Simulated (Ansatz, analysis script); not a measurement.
# 1 ML Cr on Rh(111), fcc site, 1 substrate layer: energy less the state without spin against total moment, fitted and tested on a withheld row

System: 1 ML Cr on Rh(111), fcc site, 1 substrate layer, 1 Rh and 1 Cr in the cell. Pseudomorphic film on the measured substrate lattice, hard-sphere layer spacings, 14 Å of vacuum. Cell as run: a = 2.684, b = 2.684, c = 16.115 Å, angles 90.0, 90.0, 120.0°, 2 atoms. From the study “1 ML Cr on Rh(111), fcc site, 1 substrate layer: how near to magnetism”.

Method: Free energy against the fixed total moment and moment against field, from collinear runs; LDA, PAW set soft_1 (analysis script 1). Settings shared by all rows: cutoff 420 eV, 23×23×1 k-mesh, Fermi-Dirac occupations, smearing width 0.1 eV. From parallel starts in this cell no moment survives, so no ferromagnetic state is found at this level (opposed orders were not tried); a cell moment of 0.5 μB costs 15 meV. The cell was taken as built, with atoms unrelaxed. In doubt: the program's search for lower states was switched off, so a lower magnetic state than those reached may exist.

Computed values, one withheld:

| total moment (μB/cell) | energy less the state without spin (meV/cell) |
| --- | --- |
| 0 | 0.0 |
| 0.136 | 1.1 |
| 0.273 | 4.3 |
| 0.409 | 9.6 |
| 0.545 | 17.1 |
| 0.682 | ? |
| 0.818 | 37.8 |
| 0.955 | 50.4 |
| 1.091 | 63.9 |
| 1.227 | 78.0 |
| 1.364 | 92.6 |
| 1.5 | 107.1 |

Q: What energy less the state without spin should the row at total moment = 0.682 μB/cell hold? Fit a suitable law to the other rows.

**Law.** Time reversal makes the energy even in the moment, so it is expanded as a Landau series from the state without spin. In symbols, E = c2 M² + c4 M⁴ + c6 M⁶, with energy less the state without spin in meV/cell.

**Fit.** Least squares on 10 rows gives c2 = 59.667, c4 = -4.7793 and c6 = -0.26667.

| total moment (μB/cell) | computed | fit | computed − fit |
| --- | --- | --- | --- |
| 0.136 | 1.1 | 1.10 | 0.00 |
| 0.273 | 4.3 | 4.42 | -0.12 |
| 0.409 | 9.6 | 9.85 | -0.25 |
| 0.545 | 17.1 | 17.29 | -0.19 |
| 0.818 | 37.8 | 37.70 | 0.10 |
| 0.955 | 50.4 | 50.24 | 0.16 |
| 1.091 | 63.9 | 63.80 | 0.10 |
| 1.227 | 78.0 | 78.09 | -0.09 |
| 1.364 | 92.6 | 92.75 | -0.15 |
| 1.5 | 107.1 | 107.02 | 0.08 |

The quadratic term is positive, so within this fit the state without spin is locally stable against a small uniform moment.

**Prediction.** At total moment = 0.682 μB/cell the law predicts 26.69 meV/cell. The computed value is 26.6 meV/cell, 0.09 below the prediction. The row lies between fitted rows, so this is an interpolation. The miss is smaller than the rms residual of the fit, 0.14.

[Hosts, paths, dates, database ids (printed as entryN), source tags and the programs' standing remarks are cut or masked in the printed files.]
